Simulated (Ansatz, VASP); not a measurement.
**GaN in VASP and in Ansatz**

Contents of INCAR:

```
SYSTEM = GaN
PREC = Accurate
ENCUT = 520
EDIFF = 1E-6
ISMEAR = 0
SIGMA = 0.05
LREAL = .False.
LASPH = .True.
NELM = 60
ALGO = Normal
ISIF = 2
LWAVE = .False.
LCHARG = .False.
GGA = PE
NBANDS = 16
```

File KPOINTS:

```
Automatic mesh
0
Gamma
  14 14 14
  0 0 0
```

POSCAR

```
GaN
1.0
    0.0000000000      2.1352350000      2.1352350000
    2.1352350000      0.0000000000      2.1352350000
    2.1352350000      2.1352350000      0.0000000000
Ga N
1 1
Direct
    0.0000000000      0.0000000000      0.0000000000
    0.5000000000      0.5000000000      0.5000000000
```

Input for Ansatz:

```yaml
crystal:
  lattice:
    - [0.0, 2.135235, 2.135235]
    - [2.135235, 0.0, 2.135235]
    - [2.135235, 2.135235, 0.0]
  atoms:
    - { symbol: Ga, position: [0.0, 0.0, 0.0] }
    - { symbol: "N", position: [0.5, 0.5, 0.5] }
basis:
  ecutwfc: 420
kpoints:
  mp_grid: { grid: [14, 14, 14] }
hamiltonian:
  xc: pbe
scf:
  occupations: { method: gaussian, width: 0.05 }
output:
  forces: true
  stress: true
  eigenvalues: true
```

Measurements of this composition are mostly on another form, of space group No. 186.

Alike in both runs: task single point; functional PBE; k mesh 14 × 14 × 14; occupations gaussian, width 0.05 eV; no spin polarisation.

|  | VASP | Ansatz |
| --- | --- | --- |
| version | VASP 6.6.1 | Ansatz 0.2.0 |
| potentials or method | VASP PAW PBE potentials, release 64 (Ga_d, N) | scalar-relativistic, plane waves, PAW |
| plane-wave cutoff (eV) | 520 | 420 |
| valence electrons in the cell | 18 | 18 |

Ansatz gave:

| Item | Value |
| --- | --- |
| gap on the k mesh at the Fermi level (eV) | 0.41 |
| least direct gap on the mesh (eV) | 2.36 |
| pressure (GPa) | -0.3 |

Question: What did VASP give for the same quantities?

Answer: gap on the k mesh at the Fermi level (eV): 0.40; least direct gap on the mesh (eV): 2.37; pressure (GPa): 0.4.

A k mesh can miss the band edges. Expect the measured gap to be larger: semilocal functionals such as PBE lack the derivative discontinuity.
